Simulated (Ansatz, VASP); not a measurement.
**MnAs: VASP beside Ansatz**

Contents of POSCAR:

```
MnAs
1.0
    3.7172000000      0.0000000000      0.0000000000
   -1.8586000000      3.2191896309      0.0000000000
    0.0000000000      0.0000000000      5.7044000000
Mn As
2 2
Direct
    0.0000000000      0.0000000000      0.0000000000
    0.0000000000      0.0000000000      0.5000000000
    0.3333333333      0.6666666667      0.2500000000
    0.6666666667      0.3333333333      0.7500000000
```

The input INCAR.step1:

```
SYSTEM = MnAs
PREC     = Accurate       ! precision mode
ENCUT    = 520            ! plane-wave cutoff, eV
ISMEAR   = 0              ! smearing method
SIGMA    = 0.05           ! smearing width, eV
LREAL    = .False.        ! projectors in reciprocal space
LASPH    = .True.         ! aspherical terms in the spheres
NELM     = 100            ! most SCF steps
NBANDS   = 26             ! bands
GGA      = PE             ! functional
ALGO     = Normal         ! electronic algorithm
EDIFF    = 1E-4           ! SCF threshold, eV
LWAVE    = .True.         ! write WAVECAR
LCHARG   = .False.        ! write CHGCAR
```

INCAR.step2

```
SYSTEM = MnAs
PREC     = Accurate       ! precision mode
ENCUT    = 520            ! plane-wave cutoff, eV
EDIFF    = 1E-6           ! SCF threshold, eV
ISMEAR   = 0              ! smearing method
SIGMA    = 0.05           ! smearing width, eV
LREAL    = .False.        ! projectors in reciprocal space
LASPH    = .True.         ! aspherical terms in the spheres
NELM     = 100            ! most SCF steps
ALGO     = Normal         ! electronic algorithm
ISIF     = 2              ! what is computed and relaxed
LWAVE    = .False.        ! write WAVECAR
LCHARG   = .False.        ! write CHGCAR
METAGGA  = R2SCAN         ! meta-GGA
LMIXTAU  = .True.       
NBANDS   = 26             ! bands
ISTART   = 1
```

Contents of KPOINTS:

```
regular mesh
0
Gamma
  14 14 8
  0 0 0
```

Input for Ansatz:

```yaml
crystal:
  lattice:
    - [3.7172, 0.0, 0.0]
    - [-1.8586, 3.2191896309, 0.0]
    - [0.0, 0.0, 5.7044]
  atoms:
    - { symbol: Mn, position: [0.0, 0.0, 0.0] }
    - { symbol: Mn, position: [0.0, 0.0, 0.5] }
    - { symbol: As, position: [0.3333333333, 0.6666666667, 0.25] }
    - { symbol: As, position: [0.6666666667, 0.3333333333, 0.75] }
scf:
  occupations: { method: gaussian, width: 0.05 }
output:
  forces: true
  stress: true
  write_density: true
  write_potential: true
  elf: true
  volumetric_format: npy
hamiltonian:
  xc: r2scan
kpoints:
  mp_grid: { grid: [14, 14, 8] }
```

Alike in both runs: task single point; functional r2SCAN; k mesh 14 × 14 × 8; occupations gaussian, width 0.05 eV; no spin polarisation.

```csv
,VASP,Ansatz
version,VASP 6.6.1,Ansatz 0.2.0
potentials or method,"VASP PAW PBE potentials, release 64 (Mn_pv, As)","scalar-relativistic, plane waves, PAW"
plane-wave cutoff (eV),520,500
valence electrons in the cell,36,60
```

|  | VASP | Ansatz | Ansatz less VASP |
| --- | --- | --- | --- |
| gap on the k mesh at the Fermi level (eV) | none | none | - |
| pressure (GPa) | -22.3 | -22.3 | 0.00 |
| largest component of the traceless stress (GPa) | 0.17 | 0.31 | +0.140 |

A gap of «none» marks a metal or a gap that the smearing closes. The two sets of potentials don't hold the same shells in valence.

Caveats: so large a pressure means that the cell lies far from this level's equilibrium, or that cutoff or potentials fall short (VASP); the potentials were made for another functional, which shifts forces and pressure (VASP). Spin polarisation is off, so any magnetic state and its effect on volume and gap are missing.
